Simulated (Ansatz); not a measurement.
# Al2Pt under changes of volume

One of the cells (17.202 Å³/atom); the others are scaled copies at fixed shape and fractional positions:

```
CELL_PARAMETERS angstrom
0.00000 2.95500 2.95500
2.95500 0.00000 2.95500
2.95500 2.95500 0.00000
ATOMIC_POSITIONS crystal
Pt 0.00000 0.00000 0.00000
Al 0.75000 0.75000 0.75000
Al 0.25000 0.25000 0.25000
```

* Program: Ansatz 0.2.0
* Functional: PBEsol
* Potentials or basis: Ansatz PAW
* Cutoff: 420 eV (not typed: the program's choice for these potentials)
* k mesh: 8 × 8 × 8
* Occupations: fermi-dirac, width 0.05 eV
* Spin: no spin polarisation

```csv
volume (Å³/atom),energy over the lowest point (meV/atom),pressure (GPa)
16.170,?,?
16.514,8.37,5.1
16.858,0.95,1.9
17.202,0.00,-0.9
17.546,4.81,-3.5
17.890,14.82,-5.8
18.234,29.46,-7.8
```

Problem. What does the run at 16.170 Å³/atom give?

Solution. Energy over the lowest point 22.98 meV/atom; pressure 8.6 GPa.

Worked out: A Birch-Murnaghan fit of order 3 (a polynomial in V^(-2/3)) to the other rows has its minimum at 17.08 Å³/atom with B0 = V·E''(V) = 139 GPa and B' = 4.5. It gives 23.00 meV/atom at 16.170 Å³/atom, against the run's 22.98, and -dE/dV = 8.6 GPa, against 8.6.

Energies are extrapolated to zero smearing.

Caveats: the PAW data sets come from PBE, with cores solved anew for the run's functional, which leaves a small shift of forces and pressure.
